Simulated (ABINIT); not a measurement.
**Sn: changing the dispersion correction**

The cell as given:

```xyz
2
Lattice="-2.9401 2.9401 1.5993 2.9401 -2.9401 1.5993 2.9401 2.9401 -1.5993" Properties=species:S:1:pos:R:3 pbc="T T T"
Sn    0.0000    0.0000    0.0000
Sn    0.0000    2.9401    0.7997
```

Kept alike: task relaxation of cell and atoms; functional PBE; k mesh 7 × 7 × 7; occupations fermi-dirac, width 0.05 eV; no spin polarisation. Program: ABINIT, JTH PAW PBE v2.0, cutoff 599 eV. The mesh is that of the run's cell of 2 atoms. No spin-orbit coupling.

| dispersion correction | volume (Å³/atom) |
| --- | --- |
| D2 | 26.911 |
| D3(zero) | 27.804 |
| D3(BJ) | 27.153 |
| none | 28.377 |

The relaxations keep at least the cell's symmetry (I4_1/amd). For a metal such a mesh leaves the last digits unconverged. Relaxations stop with a little pressure left, so the last digits of a volume or edge aren't settled.

Task: What does the dispersion correction change here?

Result: The volume runs from 26.911 (D2) to 28.377 Å³/atom (none). Against no correction: D2 -5.2 %; D3(zero) -2.0 %; D3(BJ) -4.3 %. Dispersion terms mostly attract and so lower the volume; the schemes' coefficients and damping set how far.
